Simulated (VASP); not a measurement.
Input of a VASP 6.6.1 run:

INCAR

```
PREC = Accurate
ENCUT = 600
EDIFF = 1E-6
ISMEAR = 0
SIGMA = 0.03
LREAL = False
LASPH = True
NELM = 80
ALGO = Normal
ISIF = 3
LWAVE = False
LCHARG = False
GGA = PS
IBRION = 2
NSW = 90
EDIFFG = -0.01
```

KPOINTS

```
regular mesh
0
Gamma
  10 10 10
```

POSCAR

```
CaO
1.0
    0.0000000000      2.4065000000      2.4065000000
    2.4065000000      0.0000000000      2.4065000000
    2.4065000000      2.4065000000      0.0000000000
Ca O
1 1
Direct
    0.0000000000      0.0000000000      0.0000000000
    0.5000000000      0.5000000000      0.5000000000
```

Potentials or basis: VASP PAW PBE potentials, release 64 (Ca_sv, O).

Run with:

```bash
$ cat potpaw_PBE.64/Ca_sv/POTCAR potpaw_PBE.64/O/POTCAR > POTCAR
$ mpirun -np 1 vasp_std > vasp.out
```

(1) Estimate the relaxed volume.

(2) Estimate the band gap on the k mesh.

(3) What does it give for the relaxed cell?

## Answers

(1) 13.61 Å³/atom.

(2) 3.53 eV, indirect (least direct gap 3.90 eV).

(3) a = 3.376 Å, b = 3.376 Å, c = 3.376 Å, α = 60.00°, β = 60.00°, γ = 60.00°.

Caveat: the PAW data sets were made with another functional, which shifts forces and pressure a little.
